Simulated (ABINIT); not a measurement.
# Ge (Imma) in ABINIT: optical spectrum with PBEsol

Aim: the optical spectrum of Ge with PBEsol.

All numbers are computed with ABINIT 10.8.3 (patched build); they aren't measurements. Logs are shortened: lines on timing, memory, paths and dates and some standing lists are left out, and cuts for length are marked. The log counts tension as positive stress, the text compression.

## 1. Starting point

The structure is orthorhombic, space group Imma (No. 74). The conventional cell has a = 4.992 Å, b = 5.302 Å, c = 2.874 Å, α = 90.00°, β = 90.00°, γ = 90.00°. Ge (site symmetry mm2) is surrounded by 6 Ge at 2.68 to 2.87 Å.

This isn't the form of Ge at room conditions, which is diamond.

## 2. Optical spectrum, PBEsol

run.abi reads:

```
ndtset 3

pp_dirpath "./"
pseudos "Ge.upf"

acell 3.9142557597 3.9142557597 3.9142557597 Angstrom
rprim
    -0.6376430548     0.6772329563     0.3671060575
     0.6376430548    -0.6772329563     0.3671060575
     0.6376430548     0.6772329563    -0.3671060575
ntypat 1
znucl 32
natom 2
typat 1 1
chkprim 0
chksymtnons 0
tolsym 1.0e-6
xred
   0.3140570000   0.0640570000            1/4
   0.6859430000   0.9359430000            3/4

ecut 35.0

ngkpt 12 12 12
nshiftk 1
shiftk 0.0 0.0 0.0
istwfk *1

ixc -116133

occopt 3
tsmear 0.00183747

nstep 80

iomode 3
prteig 0
prtebands 0

nband1 18
tolvrs1 1.0e-12
prtden1 1
prtwf1 0
kptopt1 1

iscf2 -3
getden2 1
nband2 26
nbdbuf2 4
tolwfr2 1.0e-12
nstep2 120
prtden2 0
kptopt2 1

optdriver3 8
wfk_task3 "wfk_optics_fullbz"
getwfk3 2
nband3 22
kptopt3 1
prtevk3 1
inclvkb3 2
```

optic.abi reads:

```
&FILES
 ddkfile_1 = 'runo_DS3_1_EVK.nc',
 ddkfile_2 = 'runo_DS3_2_EVK.nc',
 ddkfile_3 = 'runo_DS3_3_EVK.nc',
 wfkfile = 'runo_DS3_WFK.nc'
/
&PARAMETERS
 broadening = 0.007350,
 domega = 0.002,
 maxomega = 0.8,
 scissor = 0.000000,
 tolerance = 0.002
/
&COMPUTATIONS
 num_lin_comp = 3,
 lin_comp = 11,22,33,
 num_nonlin_comp = 0
/
```

Potentials or basis: PseudoDojo NC SR PBEsol v0.4.1 standard.

Started as:

```
> mpirun --bind-to none -np 4 abinit run.abi > log 2>&1
> optic optic.abi > optic.log 2>&1
```

run.abo:

```text
.Version 10.8.3 of ABINIT
 DATASET    1 : space group Im m a (# 74); Bravais oI (body-center ortho.)
================================================================================
 Values of the parameters that define the memory need for DATASET  1.
     intxc =       0    ionmov =       0      iscf =       7    lmnmax =       6
     lnmax =       6     mgfft =      40  mpssoang =       3    mqgrid =    3001
     natom =       2  nloc_mem =       1    nspden =       1   nspinor =       1
    nsppol =       1      nsym =       8    n1xccc =    2501    ntypat =       1
    occopt =       3   xclevel =       2
       mpw =        2578          nfft =       64000          nkpt =         280
================================================================================
================================================================================
[... 13 lines left out ...]
 DATASET    3 : space group Im m a (# 74); Bravais oI (body-center ortho.)
================================================================================
 Values of the parameters that define the memory need for DATASET  3.
     intxc =       0    ionmov =       0      iscf =       7    lmnmax =       6
     lnmax =       6     mgfft =      40  mpssoang =       3    mqgrid =    3001
     natom =       2  nloc_mem =       1    nspden =       1   nspinor =       1
    nsppol =       1      nsym =       8    n1xccc =    2501    ntypat =       1
    occopt =       3   xclevel =       2
       mpw =        2578          nfft =       64000          nkpt =         280
================================================================================
================================================================================

--------------------------------------------------------------------------------
------------- Echo of variables that govern the present computation ------------
--------------------------------------------------------------------------------
 -outvars: echo values of preprocessed input variables --------
            acell      7.3968713726E+00  7.3968713726E+00  7.3968713726E+00 Bohr
              amu      7.26100000E+01
          chkprim           0
      chksymtnons           0
             ecut      3.50000000E+01 Hartree
           getden1          0
           getden2          1
           getden3          0
           getwfk1          0
           getwfk2          0
           getwfk3          2
             iscf1          7
             iscf2         -3
             iscf3          7
                       outvar_i_n : Printing only first  50 k-points.
              ixc     -116133
           jdtset        1    2    3
                       outvar_i_n : Printing only first  50 k-points.
         kptrlatt       12    0    0      0   12    0      0    0   12
          kptrlen      6.51704709E+01
            natom           2
            nband1         18
            nband2         26
            nband3         22
           nbdbuf1          0
           nbdbuf2          4
           nbdbuf3          0
           ndtset           3
            ngfft          40      40      40
             nkpt         280
            nstep1         80
            nstep2        120
            nstep3         80
             nsym           8
           ntypat           1
                       prtocc : prtvol=0, do not print more k-points.
                       prtocc : prtvol=0, do not print more k-points.
                       prtocc : prtvol=0, do not print more k-points.
           occopt           3
        optdriver1          0
        optdriver2          0
        optdriver3          8
           prtden1          1
           prtden2          0
           prtden3          1
        prtebands           0
           prteig           0
           prtevk1          0
           prtevk2          0
           prtevk3          1
            prtwf1          0
            prtwf2          1
            prtwf3          1
            rprim     -6.3764305480E-01  6.7723295630E-01  3.6710605750E-01
                       6.3764305480E-01 -6.7723295630E-01  3.6710605750E-01
                       6.3764305480E-01  6.7723295630E-01 -3.6710605750E-01
          spgroup          74
           tolsym      1.00000000E-06
           tolvrs1     1.00000000E-12
           tolvrs2     0.00000000E+00
           tolvrs3     0.00000000E+00
           tolwfr1     0.00000000E+00
           tolwfr2     1.00000000E-12
           tolwfr3     0.00000000E+00
           tsmear      1.83747000E-03 Hartree
            typat      1  1
         wfk_task1          0
         wfk_task2          0
         wfk_task3          7
                       outvars : Printing only first  50 k-points.
           xangst      9.6451717972E-17  1.3254314999E+00  1.8409302796E-01
                       2.4958979999E+00  1.3254314999E+00  1.2528539720E+00
            xcart      1.8226733134E-16  2.5047025335E+00  3.4788540453E-01
                       4.7165636580E+00  2.5047025335E+00  2.3675508829E+00
             xred      3.1405700000E-01  6.4057000000E-02  2.5000000000E-01
                       6.8594300000E-01  9.3594300000E-01  7.5000000000E-01
            znucl       32.00000

[... 171 lines left out ...]
electrons: {nelect:   2.80000000E+01, charge:   0.00000000E+00, occopt:   3.00000000E+00, tsmear:   1.83747000E-03, }
meta: {optdriver: 0, ionmov: 0, optcell: 0, iscf: -3, paral_kgb: 0, }
...

 mkfilename : getden/=0, take file _DEN from output of DATASET   1.

 Real(R)+Recip(G) space primitive vectors, cartesian coordinates (Bohr,Bohr^-1):
 R(1)= -4.7165637  5.0094051  2.7154363  G(1)=  0.0000000  0.0998123  0.1841325
 R(2)=  4.7165637 -5.0094051  2.7154363  G(2)=  0.1060094  0.0000000  0.1841325
 R(3)=  4.7165637  5.0094051 -2.7154363  G(3)=  0.1060094  0.0998123  0.0000000
 Unit cell volume ucvol=  2.5663238E+02 bohr^3
 Angles (23,13,12)=  1.00767417E+02  9.47444139E+01  1.36925499E+02 degrees

 getcut: wavevector=  0.0000  0.0000  0.0000  ngfft=  40  40  40
         ecut(hartree)=     35.000   => boxcut(ratio)=   2.03196
--------------------------------------------------------------------------------

================================================================================

--- !BeginCycle
iteration_state: {dtset: 2, }
solver: {iscf: -3, nstep: 120, nline: 4, wfoptalg: 0, }
tolerances: {tolwfr: 1.00E-12, }
...

     iter   Etot(hartree)      deltaE(h)  residm     vres2
 Non-SCF case, kpt    1 (  0.00000  0.00000  0.00000), residuals and eigenvalues=
  2.95E-13  2.31E-13  6.55E-13  1.59E-13  3.13E-13  2.92E-13  4.63E-13  8.12E-13
  3.54E-13  3.84E-13  4.45E-13  6.98E-13  7.31E-13  5.88E-13  8.89E-13  1.36E-13
  1.25E-13  6.56E-14  2.55E-13  7.23E-13  3.26E-13  6.26E-13  6.12E-13  4.62E-13
  8.78E-13  1.94E-10
 -7.1591E-01 -7.1297E-01 -7.1294E-01 -7.1286E-01 -7.1155E-01 -7.1036E-01
 -7.0804E-01 -7.0800E-01 -7.0704E-01 -7.0445E-01 -2.8782E-01  5.3229E-02
  1.0776E-01  1.2409E-01  3.1953E-01  4.4929E-01  4.5737E-01  4.8370E-01
  4.9601E-01  5.8586E-01  6.5679E-01  6.9166E-01  7.0353E-01  7.0463E-01
  7.0703E-01  7.2893E-01
 prteigrs : prtvol=0 or 1, do not print more k-points.

--- !ResultsGS
iteration_state: {dtset: 2, }
comment   : Summary of ground state results
lattice_vectors:
- [ -4.7165637,   5.0094051,   2.7154363, ]
- [  4.7165637,  -5.0094051,   2.7154363, ]
- [  4.7165637,   5.0094051,  -2.7154363, ]
lattice_lengths: [   7.39687,    7.39687,    7.39687, ]
lattice_angles: [100.767,  94.744, 136.925, ] # degrees, (23, 13, 12)
lattice_volume:   2.5663238E+02
convergence: {deltae:  0.000E+00, res2:  0.000E+00, residm:  9.995E-13, diffor:  0.000E+00, }
etotal    :  -1.78389645E+02
entropy   :   0.00000000E+00
fermie    :   1.93798862E-01
cartesian_stress_tensor: null
pressure_GPa: null
xred      :
- [  3.1406E-01,   6.4057E-02,   2.5000E-01, Ge]
- [  6.8594E-01,   9.3594E-01,   7.5000E-01, Ge]
cartesian_forces: null
force_length_stats: {min: null, max: null, mean: null, }
...

 Integrated electronic density in atomic spheres:
 ------------------------------------------------
 Atom  Sphere_radius  Integrated_density
    1        2.00000         11.47970096
    2        2.00000         11.47970096
================================================================================

 ----iterations are completed or convergence reached----

 Mean square residual over all n,k,spin=   47.584E-14; max=  99.949E-14
 reduced coordinates (array xred) for    2 atoms
       0.314057000000      0.064057000000      0.250000000000
       0.685943000000      0.935943000000      0.750000000000

 cartesian coordinates (angstrom) at end:
    1      0.00000000000000     1.32543149992797     0.18409302795674
    2      2.49589799988360     1.32543149992797     1.25285397203340
 length scales=  7.396871372590  7.396871372590  7.396871372590 bohr
              =  3.914255759700  3.914255759700  3.914255759700 angstroms
 Eigenvalues (hartree) for nkpt= 280  k points:
 kpt#   1, nband= 26, wtk=  0.00058, kpt=  0.0000  0.0000  0.0000 (reduced coord)
  -0.71591   -0.71297   -0.71294   -0.71286   -0.71155   -0.71036   -0.70804   -0.70800
  -0.70704   -0.70445   -0.28782    0.05323    0.10776    0.12409    0.31953    0.44929
   0.45737    0.48370    0.49601    0.58586    0.65679    0.69166    0.70353    0.70463
   0.70703    0.72893
      occupation numbers for kpt#   1
   2.00000    2.00000    2.00000    2.00000    2.00000    2.00000    2.00000    2.00000
   2.00000    2.00000    2.00000    2.00000    2.00000    2.00000    0.00000    0.00000
   0.00000    0.00000    0.00000    0.00000    0.00000    0.00000    0.00000    0.00000
   0.00000    0.00000
 prteigrs : prtvol=0 or 1, do not print more k-points.

--- !EnergyTerms
iteration_state     : {dtset: 2, }
comment             : Components of total free energy in Hartree
kinetic             :  1.34025594273535E+02
hartree             :  4.55743315142624E+01
xc                  : -4.31744236000386E+01
Ewald energy        : -1.11105025063216E+02
psp_core            :  6.73562987030292E+00
local_psp           : -1.16009696079075E+02
non_local_psp       : -9.44358165308488E+01
internal            : -1.78389405615077E+02
'-kT*entropy'       : -2.39159475452137E-04
total_energy        : -1.78389644774553E+02
...

--- !EnergyTermsDC
iteration_state     : {dtset: 2, }
comment             : '"Double-counting" decomposition of free energy'
band_energy         : -1.42279044480540E+01
Ewald energy        : -1.11105025063216E+02
psp_core            :  6.73562987030292E+00
xc_dc               : -5.97921058931320E+01
internal            : -1.78389405534099E+02
'-kT*entropy'       : -2.39159475452137E-04
total_energy_dc     : -1.78389644693574E+02
...

================================================================================
== DATASET  3 ==================================================================

--- !DatasetInfo
iteration_state: {dtset: 3, }
dimensions: {natom: 2, nkpt: 280, mband: 22, nsppol: 1, nspinor: 1, nspden: 1, mpw: 2578, }
cutoff_energies: {ecut:  35.0, pawecutdg:  -1.0, }
electrons: {nelect:   2.80000000E+01, charge:   0.00000000E+00, occopt:   3.00000000E+00, tsmear:   1.83747000E-03, }
meta: {optdriver: 8, wfk_task: 7, }
...

 mkfilename : getwfk/=0, take file _WFK from output of DATASET   2.

--------------------------------------------------------------------------------

 Computation of velocity matrix elements (DDK)

 Parameters extracted from the Abinit header:
    ecut:     35.0
    nkpt:    1728
    mband:   26
    nsppol:  1
    nspinor: 1
    useylm:  0
    inclvkb: 2
    bmin: 1, bmax: 26
    Computing diagonal and off-diagonal matrix elements
    Between band index bmin: 1, bmax: 26

== END DATASET(S) ==============================================================
================================================================================

 -outvars: echo values of variables after computation  --------
            acell      7.3968713726E+00  7.3968713726E+00  7.3968713726E+00 Bohr
           etotal1    -1.7838964469E+02
           etotal2    -1.7838964469E+02
           etotal3     0.0000000000E+00
            fcart1     5.4059489298E-22 -8.4343234668E-21  1.1979062865E-03
                      -5.4059489298E-22  8.4343234668E-21 -1.1979062865E-03
            fcart3     0.0000000000E+00  0.0000000000E+00  0.0000000000E+00
                       0.0000000000E+00  0.0000000000E+00  0.0000000000E+00
            rprim     -6.3764305480E-01  6.7723295630E-01  3.6710605750E-01
                       6.3764305480E-01 -6.7723295630E-01  3.6710605750E-01
                       6.3764305480E-01  6.7723295630E-01 -3.6710605750E-01
           strten1     1.3825019945E-04  1.5404531604E-04  1.9256745105E-04
                       0.0000000000E+00  0.0000000000E+00  0.0000000000E+00
           strten3     0.0000000000E+00  0.0000000000E+00  0.0000000000E+00
                       0.0000000000E+00  0.0000000000E+00  0.0000000000E+00
           xangst      9.6451717972E-17  1.3254314999E+00  1.8409302796E-01
                       2.4958979999E+00  1.3254314999E+00  1.2528539720E+00
             xred      3.1405700000E-01  6.4057000000E-02  2.5000000000E-01
                       6.8594300000E-01  9.3594300000E-01  7.5000000000E-01
 Calculation completed.
```

Run time: 1.9 min. Hardware: 4 MPI ranks of AMD EPYC 9R45 (Zen 5), shared host; peak memory 2.9 GiB.

Results:

- Free energy: -4854.2295 eV
- Pressure: -4.8 GPa
- Largest force: 0.062 eV/Å
- Band gap on the k mesh: none (metal or under the smearing width)

Forces on the atoms (eV/Å):
```
Ge   0.000  0.000  0.062
Ge   0.000  0.000 -0.062
```

Dielectric function (mean over the directions given):
```csv
energy (eV),real part,imaginary part
0.33,67.61,38.07
0.76,31.24,55.76
1.31,14.13,44.43
1.74,-5.95,39.69
2.29,-10.33,20.76
2.83,-9.38,12.33
3.27,-7.49,8.41
3.81,-5.61,5.07
4.25,-3.10,4.25
4.79,-2.20,5.55
5.33,-3.02,4.78
5.77,-3.32,3.73
6.31,-3.00,2.88
6.75,-2.70,2.19
7.29,-2.07,1.41
7.84,-1.62,1.40
8.27,-1.55,1.04
8.82,-1.05,0.79
9.36,-0.94,0.86
9.80,-0.78,0.61
10.34,-0.51,0.57
10.78,-0.44,0.57
11.32,-0.34,0.43
11.86,-0.17,0.40
12.30,-0.15,0.40
12.84,-0.04,0.30
13.28,0.03,0.27
13.82,0.10,0.25
14.37,0.18,0.20
14.80,0.23,0.19
15.35,0.29,0.18
15.89,0.34,0.13
16.33,0.40,0.12
16.87,0.45,0.12
17.31,0.47,0.11
17.85,0.53,0.09
18.39,0.56,0.09
18.83,0.59,0.09
19.38,0.62,0.07
19.92,0.66,0.06
```

Caveat: the intraband (Drude) term is left out; spectra need much finer meshes, so this one isn't converged; independent-particle spectra lack excitons.
